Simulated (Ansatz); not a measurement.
# ⁴³Ca NMR of the central transition in CaB₂H₈

Cell: a computed structure from the Materials Project (it need not be an observed phase), taken as it stands.

```cif
data_CaB2H8
_symmetry_space_group_name_H-M 'P-4'
_symmetry_Int_Tables_number 81
_cell_length_a 6.9926
_cell_length_b 6.9926
_cell_length_c 4.3505
_cell_angle_alpha 90.000
_cell_angle_beta 90.000
_cell_angle_gamma 90.000
loop_
_atom_site_label
_atom_site_type_symbol
_atom_site_symmetry_multiplicity
_atom_site_Wyckoff_symbol
_atom_site_fract_x
_atom_site_fract_y
_atom_site_fract_z
Ca Ca 2 g 0.5000 0.0000 0.2471
B B 4 h 0.2001 0.3149 0.2528
H7 H 4 h 0.3745 0.3024 0.2400
H11 H 4 h 0.1380 0.2383 0.4851
H15 H 4 h 0.1708 0.4884 0.2546
H19 H 4 h 0.1251 0.2376 0.0311
```

One atom of each set is listed.

Level of theory: DFT, r2SCAN, plane waves and PAW, scalar-relativistic, 500 eV cutoff, Γ-centred 4×4×7 k-points, Fermi–Dirac smearing 0.02 eV (Ansatz 0.2.0).

⁴³Ca has I = 7/2 and Q = -40.80 mb (Pyykkö 2018); at 14.1 T its Larmor frequency is ν₀ = 40.5 MHz. Only the quadrupole interaction is simulated: positions count from each site's isotropic chemical shift, and J coupling is left out, as are shift anisotropy and dipolar coupling, which fast spinning averages.

**Question.** What does the ⁴³Ca spectrum (fast magic-angle spinning) show for each site?

**Answer.** 

```tsv
site	first shell	C_Q (MHz)	η	P_Q (MHz)	δ_QIS (ppm)	breadth (kHz)
Ca	10 H at 2.29–2.49 Å	-1.31	0.07	1.31	-2.69	0.238
```

δ_QIS = −(ν_Q²/30ν₀²)[I(I+1) − 3/4](1 + η²/3) × 10⁶ ppm with ν_Q = 3|C_Q|/[2I(2I−1)]; it falls as 1/B₀² in ppm, and the breadth as 1/B₀ in kHz.
